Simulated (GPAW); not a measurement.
# InP3 (R-3m) in GPAW: reference runs

Aim: a first look at InP3 with PBEsol, on the cell as given and on a disturbed one.

Everything below comes from runs of GPAW 26.7.0. Logs are shortened: lines on timing, memory, paths and dates and some standing lists are left out, and cuts for length are marked. The log counts tension as positive stress, the text compression.

### Step 1. Starting point

Symmetry: R-3m, No. 166, trigonal system. The conventional cell has a = 7.449 Å, b = 7.449 Å, c = 9.885 Å, α = 90.00°, β = 90.00°, γ = 120.00°. Around In (site symmetry 3m) lie 6 P at 2.64 to 2.90 Å. P (site symmetry m) is surrounded by 2 P at 2.20 Å.

### Step 2. Single point, PBEsol

File run.py:

```python
from ase import Atoms
from ase.dft.bandgap import bandgap
from ase.io import write
from ase.units import Bohr, GPa
from gpaw import GPAW, PW, setup_paths
from gpaw.elf import elf_from_dft_calculation

setup_paths.insert(0, '.')

atoms = Atoms(['In', 'In', 'P', 'P', 'P', 'P', 'P', 'P'],
              cell=[[3.7245, 2.1503410776, 3.295],
                    [-3.7245, 2.1503410776, 3.295],
                    [0.0, -4.3006821552, 3.295]],
              scaled_positions=[[0.7245, 0.7245, 0.7245],
                                [0.2755, 0.2755, 0.2755],
                                [0.2037, 0.2037, 0.7586],
                                [0.7586, 0.2037, 0.2037],
                                [0.2037, 0.7586, 0.2037],
                                [0.2414, 0.7963, 0.7963],
                                [0.7963, 0.7963, 0.2414],
                                [0.7963, 0.2414, 0.7963]],
              pbc=True)

calc = GPAW(mode=PW(600),
            xc='PBEsol',
            kpts={'size': (5, 5, 5), 'gamma': True},
            occupations={'name': 'fermi-dirac', 'width': 0.05},
            nbands=47,
            convergence={'density': 1e-05, 'energy': 1e-05},
            maxiter=150,
            txt='gpaw.txt')
atoms.calc = calc
energy = atoms.get_potential_energy()
forces = atoms.get_forces()
stress = atoms.get_stress()
calc.write('gs.gpw')
write('result.traj', atoms)
print(f'Energy: {energy:.6f} eV')
print('Forces (eV/A):')
print(forces.round(4))
print('Stress (GPa):', (stress / GPa).round(3))
print('Fermi level:', round(calc.get_fermi_level(), 4), 'eV')
print(f'Gap: {bandgap(calc)[0]:.4f} eV, direct: {bandgap(calc, direct=True)[0]:.4f} eV')

# fields on the real-space grid
write('density.cube', atoms, data=calc.get_pseudo_density() * Bohr**3)
write('potential.cube', atoms, data=calc.get_electrostatic_potential())
write('elf.cube', atoms, data=elf_from_dft_calculation(calc).data)
```

Potentials or basis: PAW data sets generated in the run's folder for this functional, pw.

Launch:

```
$ gpaw-setup -f PBEsol In P
$ OMP_NUM_THREADS=1 python run.py
```

gpaw.txt:

```text
__  _  _
 | _ |_)|_||  |
 |__||  | ||/\| - 26.7.0

Input parameters:
  mode=PW(ecut=600.0),
  convergence={'density': 1e-05, 'energy': 1e-05},
  kpts=MonkhorstPack(size=(5, 5, 5), gamma=True),
  maxiter=150,
  nbands=47,
  occupations=Occupations(name='fermi-dirac', width=0.05),
  xc=XC(name='PBEsol')

Diagonalizing LCAO Hamiltonian
Converting LCAO to pw mode

             InP

        P         P
         P         P

            PIn

Atoms  # Å, Bohr magnetons
|   | symbol |         x |         y |        z |    initial magnetic moments |
|---|--------|-----------|-----------|----------|-----------------------------|
| 0 |     In |  0.000000 |  0.000000 | 7.161682 | ( 0.0000,  0.0000,  0.0000) |
| 1 |     In | -0.000000 |  0.000000 | 2.723318 | ( 0.0000,  0.0000,  0.0000) |
| 2 |      P |  0.000000 | -2.386449 | 3.841970 | ( 0.0000,  0.0000,  0.0000) |
| 3 |      P |  2.066725 |  1.193224 | 3.841970 | ( 0.0000,  0.0000,  0.0000) |
| 4 |      P | -2.066725 |  1.193224 | 3.841970 | ( 0.0000,  0.0000,  0.0000) |
| 5 |      P | -2.066725 | -1.193224 | 6.043030 | ( 0.0000,  0.0000,  0.0000) |
| 6 |      P | -0.000000 |  2.386449 | 6.043030 | ( 0.0000,  0.0000,  0.0000) |
| 7 |      P |  2.066725 | -1.193224 | 6.043030 | ( 0.0000,  0.0000,  0.0000) |

Unit cell  # Å
| periodic |         x |         y |        z |  lengths |    angles |
|----------|-----------|-----------|----------|----------|-----------|
|      yes |  3.724500 |  2.150341 | 3.295000 | 5.417831 | 86.857537 |
|      yes | -3.724500 |  2.150341 | 3.295000 | 5.417831 | 86.857537 |
|      yes |  0.000000 | -4.300682 | 3.295000 | 5.417831 | 86.857537 |

Number of symmetries: 12
Symmetry operations  # r_c * U_cc + t_c -> r_c
|    | kind |            matrix            |
|----|------|------------------------------|
|  0 |  E   |  1, 0, 0,  0, 1, 0,  0, 0, 1 |
|  1 |  σ   |  1, 0, 0,  0, 0, 1,  0, 1, 0 |
|  2 |  σ   |  0, 1, 0,  1, 0, 0,  0, 0, 1 |
|  3 |  C3  |  0, 1, 0,  0, 0, 1,  1, 0, 0 |
|  4 |  C3  |  0, 0, 1,  1, 0, 0,  0, 1, 0 |
|  5 |  σ   |  0, 0, 1,  0, 1, 0,  1, 0, 0 |
|  6 |  C2  |  0, 0,-1,  0,-1, 0, -1, 0, 0 |
|  7 |  S6  |  0, 0,-1, -1, 0, 0,  0,-1, 0 |
|  8 |  S6  |  0,-1, 0,  0, 0,-1, -1, 0, 0 |
|  9 |  C2  |  0,-1, 0, -1, 0, 0,  0, 0,-1 |
| 10 |  C2  | -1, 0, 0,  0, 0,-1,  0,-1, 0 |
| 11 |  i   | -1, 0, 0,  0,-1, 0,  0, 0,-1 |

BZ-sampling:
  Number of BZ points: 125
  Number of IBZ points: 19

  Monkhorst-Pack size: [5, 5, 5]
  Monkhorst-Pack shift: [0, 0, 0]

K-points  # in reciprocal-cell coordinates
|     |                                coordinates |     weight |
|-----|--------------------------------------------|------------|
|   0 | (  0.00000000,   0.00000000,   0.00000000) | 0.00800000 |
|   1 | (  0.20000000,   0.00000000,  -0.20000000) | 0.04800000 |
|   2 | (  0.20000000,   0.00000000,   0.00000000) | 0.04800000 |
|   3 | (  0.20000000,   0.20000000,  -0.20000000) | 0.04800000 |
|   4 | (  0.20000000,   0.20000000,   0.00000000) | 0.04800000 |
|   5 | (  0.20000000,   0.20000000,   0.20000000) | 0.01600000 |
|   6 | (  0.40000000,  -0.20000000,  -0.20000000) | 0.04800000 |
|   7 | (  0.40000000,   0.00000000,  -0.40000000) | 0.04800000 |
|   8 | (  0.40000000,   0.00000000,  -0.20000000) | 0.09600000 |
|   9 | (  0.40000000,   0.00000000,   0.00000000) | 0.04800000 |
| ... |                                            |            |
|  18 | (  0.40000000,   0.40000000,   0.40000000) | 0.01600000 |

Plane wave coefficients: 5304
Cutoff: 600.0 eV

Spin-components: 1 (collinear spins)
Bands:           47
Projectors:      42
Spin-degeneracy: 2
Datatype:        complex128

Parallelization:
  kpt:    1
  domain: 1
  band:   1

Density:
  Valence electrons: 56.0
  Components: 1
  Grid points: [32 32 32]
  Charge: 0.0  # |e|

Potential:
  Grid points: [32 32 32]

species:
  In:
    name:    Indium
    Z:       49.0
    valence: 13
    core:    36
    charge:  0.0  # [|e|]
    compensation charges:
      type: gauss
      rc: 0.36  # [Å]
      lmax: 2
    cutoffs:
      filter: 2.09  # [Å]
      core: 2.48  # [Å]
    projectors
    | kind |    occ | energy [eV] | rcut [Å] |
    |------|--------|-------------|----------|
    |   5s |  2.000 |      -8.248 |    1.185 |
    |   5p |  1.000 |      -2.521 |    1.244 |
    |   4d | 10.000 |     -18.596 |    1.148 |
    |    s |        |      18.964 |    1.185 |
    |    p |        |      24.691 |    1.244 |
    |    d |        |       8.615 |    1.148 |

    Using partial waves for In as LCAO basis

  P:
    name:    Phosphorus
    Z:       15.0
    valence: 5
    core:    10
    charge:  0.0  # [|e|]
    compensation charges:
      type: gauss
      rc: 0.30  # [Å]
      lmax: 2
    cutoffs:
      filter: 1.69  # [Å]
      core: 1.81  # [Å]
    projectors
    | kind |    occ | energy [eV] | rcut [Å] |
    |------|--------|-------------|----------|
    |   3s |  2.000 |     -13.916 |    0.953 |
    |   3p |  3.000 |      -5.479 |    0.953 |
    |    s |        |      13.296 |    0.953 |
    |    p |        |      21.732 |    0.953 |
    |    d |        |       0.000 |    0.953 |

    Using partial waves for P as LCAO basis

Reference energy: -375526.568903  # eV

eigensolver:
  PPCG
  Converge bands: occupied
  niter=2

density mixing:
  MSR1-Mixer
  Pratt-step length: 0.05
  Maximum mixing coefficient: 0.75
  Old densities: 10
  SVD Regularization: 0.005
  Good broyden scale: 1.0
  Trust region scale: 1.0
  Backstep threshold: 4.0
  History deletion threshold: 6.0
  Fourier metric: weight=20.0, sigma=0.015

occupation numbers:
  Fermi-Dirac:
    width: 0.0500  # eV

poisson solver:
  ecut: 4800.0  # eV

xc functional:
  name: PBEsol with 2 nearest neighbor stencil

convergence criteria:
- Maximum integral of absolute [dens]ity change: 1e-05 electrons / valence electron
- Maximum [total energy] change in last 3 cyles: 1e-05 eV / valence electron
- Maximum integral of absolute [eigenst]ate change: 4e-08 eV^2 / valence electron
maximum number of iterations: 150

SCF iterations
|iter     | |      energy | eigst |  dens |
|---------|-|-------------|-------|-------|
|iter:   1| |  -42.038645 | +0.37 |       |
|iter:   2| |  -42.124981 | -1.51 | -1.15 |
|iter:   3| |  -42.208507 | -1.41 | -1.19 |
|iter:   4| |  -41.622073 | -1.63 | -1.37 |
|iter:   5| |  -41.603960 | -3.21 | -1.71 |
|iter:   6| |  -41.602023 | -4.02 | -2.25 |
|iter:   7| |  -41.602069 | -5.55 | -3.10 |
|iter:   8| |  -41.602065c| -6.66 | -3.64 |
|iter:   9| |  -41.602068c| -7.86c| -4.36 |
|iter:  10| |  -41.602068c| -8.38c| -5.22c|

Converged in 10 steps
Energy contributions relative to reference atoms: (reference = -375526.568903)

Energy contributions:
  Kinetic:          62.437216
  Coulomb:         -56.997863
  Zero:              0.120314
  External:          0.000000
  Xc:              -47.152538
  Entropy:          -0.018394
  Spinorbit:         0.000000
  ----------------------------
  Free energy:     -41.611265
  Extrapolated:    -41.602068

dipole moment: (0.000000, 0.000000, 0.000020)  # |e|*Ang

Fermi level: 6.510
Eigenvalues  # (at kpt = [0.000, 0.000, 0.000])
| band index |      eig [eV] | occ [0-2] |
|------------|---------------|-----------|
|          0 |        -7.812 |     2.000 |
|        ... |               |           |
|         22 |         3.379 |     2.000 |
|         23 |         4.337 |     2.000 |
|         24 |         4.337 |     2.000 |
|         25 |         4.500 |     2.000 |
|         26 |         5.833 |     2.000 |
|         27 |         5.833 |     2.000 |
[... 8 lines left out ...]
|         36 |        12.808 |     0.000 |
|         37 |        13.657 |     0.000 |
|        ... |               |           |
|         46 |        16.483 |     0.000 |

No gap
No difference between direct/indirect transitions

Forces  # eV/Ang
|        x |        y |        z |
|----------|----------|----------|
|  0.00000 |  0.00000 |  0.03854 |  # In   0
|  0.00000 |  0.00000 | -0.03854 |  # In   1
| -0.00000 |  0.13004 |  0.15636 |  # P    2
| -0.11262 | -0.06502 |  0.15636 |  # P    3
|  0.11262 | -0.06502 |  0.15636 |  # P    4
|  0.11262 |  0.06502 | -0.15636 |  # P    5
| -0.00000 | -0.13004 | -0.15636 |  # P    6
| -0.11262 |  0.06502 | -0.15636 |  # P    7

Stress tensor  # eV/Ang^3
|         x |        y |         z |
|-----------|----------|-----------|
|  0.000888 | 0.000000 | -0.000000 |
|  0.000000 | 0.000888 |  0.000000 |
| -0.000000 | 0.000000 |  0.001276 |

# Writing to gs.gpw (mode='')
```

Wall time 67 s (1 thread of Arm Neoverse V2, shared host); peak memory 0.29 GiB.

Results:

| Quantity | Value |
| --- | --- |
| Free energy | -41.6113 eV |
| Pressure | -0.2 GPa |
| Largest force | 0.203 eV/Å |
| Band gap on the k mesh | none (metal or under the smearing width) |

Forces in eV/Å, atoms in the order of the input:
```
In   0.000  0.000  0.039
In   0.000  0.000 -0.039
P    0.000  0.130  0.156
P   -0.113 -0.065  0.156
P    0.113 -0.065  0.156
P    0.113  0.065 -0.156
P    0.000 -0.130 -0.156
P   -0.113  0.065 -0.156
```

Levels at points of the mesh, in eV from the Fermi level:
```tsv
k point	band 25	band 26	band 27	band 28	band 29	band 30	band 31	band 32
(0.00, 0.00, 0.00)	-2.17	-2.01	-0.68	-0.68	-0.19	-0.09	1.99	2.32
```

### Step 3. Single point, PBEsol (atoms moved at random, drawn with an rms of 0.05 Å)

File run.py:

```python
from ase import Atoms
from ase.dft.bandgap import bandgap
from ase.io import write
from ase.units import GPa
from gpaw import GPAW, PW, setup_paths

setup_paths.insert(0, '.')

atoms = Atoms(['In', 'In', 'P', 'P', 'P', 'P', 'P', 'P'],
              cell=[[3.7245, 2.1503410776, 3.295],
                    [-3.7245, 2.1503410776, 3.295],
                    [0.0, -4.3006821552, 3.295]],
              scaled_positions=[[0.726764, 0.724937, 0.72966],
                                [0.268168, 0.276844, 0.275323],
                                [0.198928, 0.206064, 0.756917],
                                [0.749271, 0.205285, 0.196531],
                                [0.205917, 0.750542, 0.199057],
                                [0.244948, 0.802642, 0.793362],
                                [0.795232, 0.789252, 0.238599],
                                [0.804306, 0.247758, 0.799608]],
              pbc=True)

calc = GPAW(mode=PW(600),
            xc='PBEsol',
            kpts={'size': (5, 5, 5), 'gamma': True},
            occupations={'name': 'fermi-dirac', 'width': 0.05},
            nbands=47,
            convergence={'density': 1e-05, 'energy': 1e-05},
            maxiter=150,
            txt='gpaw.txt')
atoms.calc = calc
energy = atoms.get_potential_energy()
forces = atoms.get_forces()
stress = atoms.get_stress()
calc.write('gs.gpw')
write('result.traj', atoms)
print(f'Energy: {energy:.6f} eV')
print('Forces (eV/A):')
print(forces.round(4))
print('Stress (GPa):', (stress / GPa).round(3))
print('Fermi level:', round(calc.get_fermi_level(), 4), 'eV')
print(f'Gap: {bandgap(calc)[0]:.4f} eV, direct: {bandgap(calc, direct=True)[0]:.4f} eV')
```

Potentials or basis: PAW data sets generated in the run's folder for this functional, pw.

Launch:

```
$ gpaw-setup -f PBEsol In P
$ OMP_NUM_THREADS=1 python run.py
```

gpaw.txt:

```text
__  _  _
 | _ |_)|_||  |
 |__||  | ||/\| - 26.7.0

Input parameters:
  mode=PW(ecut=600.0),
  convergence={'density': 1e-05, 'energy': 1e-05},
  kpts=MonkhorstPack(size=(5, 5, 5), gamma=True),
  maxiter=150,
  nbands=47,
  occupations=Occupations(name='fermi-dirac', width=0.05),
  xc=XC(name='PBEsol')

Diagonalizing LCAO Hamiltonian
Converting LCAO to pw mode

              In

        P         P
         P         P

            PIn

Atoms  # Å, Bohr magnetons
|   | symbol |         x |         y |        z |    initial magnetic moments |
|---|--------|-----------|-----------|----------|-----------------------------|
| 0 |     In |  0.006805 | -0.016383 | 7.187584 | ( 0.0000,  0.0000,  0.0000) |
| 1 |     In | -0.032314 | -0.012115 | 2.703004 | ( 0.0000,  0.0000,  0.0000) |
| 2 |      P | -0.026578 | -2.384389 | 3.828490 | ( 0.0000,  0.0000,  0.0000) |
| 3 |      P |  2.026076 |  1.207404 | 3.792832 | ( 0.0000,  0.0000,  0.0000) |
[... 171 lines left out ...]
  Zero:              0.116221
  External:          0.000000
  Xc:              -47.698424
  Entropy:          -0.016116
  Spinorbit:         0.000000
  ----------------------------
  Free energy:     -41.513135
  Extrapolated:    -41.505076

dipole moment: (-0.088497, 0.261823, -0.138560)  # |e|*Ang

Fermi level: 6.502
Eigenvalues  # (at kpt = [0.000, 0.000, 0.000])
| band index |      eig [eV] | occ [0-2] |
|------------|---------------|-----------|
|          0 |        -7.868 |     2.000 |
|        ... |               |           |
|         22 |         3.373 |     2.000 |
|         23 |         4.297 |     2.000 |
|         24 |         4.320 |     2.000 |
|         25 |         4.544 |     2.000 |
|         26 |         5.719 |     2.000 |
|         27 |         5.766 |     2.000 |
[... 8 lines left out ...]
|         36 |        12.897 |     0.000 |
|         37 |        13.648 |     0.000 |
|        ... |               |           |
|         46 |        16.543 |     0.000 |

No gap
No difference between direct/indirect transitions

Forces  # eV/Ang
|        x |        y |        z |
|----------|----------|----------|
| -0.09936 |  0.24444 |  0.02374 |  # In   0
|  0.15728 | -0.05622 | -0.22248 |  # In   1
|  0.43926 |  0.42489 |  0.72867 |  # P    2
|  0.40505 | -0.61371 |  0.43707 |  # P    3
| -0.39727 | -0.04369 |  0.34086 |  # P    4
|  0.26807 | -0.03757 | -0.42964 |  # P    5
| -0.21199 | -0.00323 |  0.18950 |  # P    6
| -0.56093 |  0.08515 | -1.06765 |  # P    7

Stress tensor  # eV/Ang^3
|         x |         y |         z |
|-----------|-----------|-----------|
| -0.002343 | -0.001707 | -0.002335 |
| -0.001707 | -0.003047 |  0.001460 |
| -0.002335 |  0.001460 | -0.005661 |

# Writing to gs.gpw (mode='')
```

stdout:

```text
Energy: -41.505076 eV
Forces (eV/A):
[[-0.0994  0.2444  0.0237]
 [ 0.1573 -0.0562 -0.2225]
 [ 0.4393  0.4249  0.7287]
 [ 0.405  -0.6137  0.4371]
 [-0.3973 -0.0437  0.3409]
 [ 0.2681 -0.0376 -0.4296]
 [-0.212  -0.0032  0.1895]
 [-0.5609  0.0851 -1.0677]]
Stress (GPa): [-0.375 -0.488 -0.907  0.234 -0.374 -0.273]
Fermi level: 6.5017 eV
Gap: 0.0000 eV, direct: 0.0000 eV
```

It took 3.9 min on 1 thread of Arm Neoverse V2, shared host; peak memory 0.53 GiB.

Results:

- Free energy: -41.5131 eV
- Pressure: 0.6 GPa
- Largest force: 1.209 eV/Å
- Band gap on the k mesh: none (metal or under the smearing width)

Forces on the atoms (eV/Å):
```
In  -0.099  0.244  0.024
In   0.157 -0.056 -0.222
P    0.439  0.425  0.729
P    0.405 -0.614  0.437
P   -0.397 -0.044  0.341
P    0.268 -0.038 -0.430
P   -0.212 -0.003  0.189
P   -0.561  0.085 -1.068
```

Levels at points of the mesh, in eV from the Fermi level:
| k point | band 26 | band 27 | band 28 | band 29 | band 30 | band 31 |
| --- | --- | --- | --- | --- | --- | --- |
| (0.00, 0.00, 0.00) | -1.96 | -0.78 | -0.74 | -0.18 | -0.03 | 2.02 |
